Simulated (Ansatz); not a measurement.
SnSe2:

```xyz
3
Lattice="3.8110 0.0000 0.0000 -1.9055 3.3004 0.0000 0.0000 0.0000 6.1360" Properties=species:S:1:pos:R:3 pbc="T T T"
Sn    0.0000    0.0000    0.0000
Se    1.9055    1.1001    4.6081
Se    0.0000    2.2003    1.5279
```

| Quantity | Value |
| --- | --- |
| Program | Ansatz 0.2.0 |
| Task | relaxation of cell and atoms |
| Functional | PBE0 |
| Potentials or basis | Ansatz PAW |
| Cutoff | 420 eV (not typed: the program's choice for these potentials) |
| k mesh | 4 × 4 × 2 |
| Occupations | fermi-dirac, width 0.05 eV |
| Spin | no spin polarisation |

At the start: volume 25.73 Å³/atom.

Problem. How do energy, volume and symmetry change on relaxing?

Solution. It ends after 9 steps and the volume is 28.70 Å³/atom (+11.6 %); space group P-3m1 (No. 164, to 0.05 Å).

Step by step:
```
step  energy change (eV)  largest force (eV/Å)  volume (Å³)
   1              0.0000                0.2884        77.18
   2             -0.0037                0.4195        83.70
   3             -0.0270                0.1372        83.61
   4             -0.0350                0.0052        82.35
   5             -0.0363                0.0001        83.27
   6             -0.0376                0.0063        85.05
   7             -0.0377                0.0021        85.83
   8             -0.0376                0.0003        86.11
   9             -0.0404                0.0010        86.11
```

Final structure:
```cif
data_structure
_symmetry_space_group_name_H-M 'P 1'
_symmetry_Int_Tables_number 1
_cell_length_a 3.8470
_cell_length_b 3.8470
_cell_length_c 6.7185
_cell_angle_alpha 90.000
_cell_angle_beta 90.000
_cell_angle_gamma 120.000
_cell_volume 86.11
loop_
_atom_site_label
_atom_site_type_symbol
_atom_site_fract_x
_atom_site_fract_y
_atom_site_fract_z
_atom_site_occupancy
Sn1 Sn 0.00000 0.00000 0.00000 1
Se1 Se 0.66667 0.33333 0.76944 1
Se2 Se 0.33333 0.66667 0.23056 1
```

Caveat: the k mesh is coarse (spacing up to 0.51 Å⁻¹), so the values aren't converged, least of all with exact exchange; the plane-wave basis is chosen anew once the cell has moved, so the energies of steps on either side of that aren't comparable; this functional lacks dispersion, which binds the layers, so the pressure and a relaxed spacing across them are unreliable; the PAW data sets come from PBE, with cores solved anew for the run's functional, which leaves a small shift of forces and pressure.
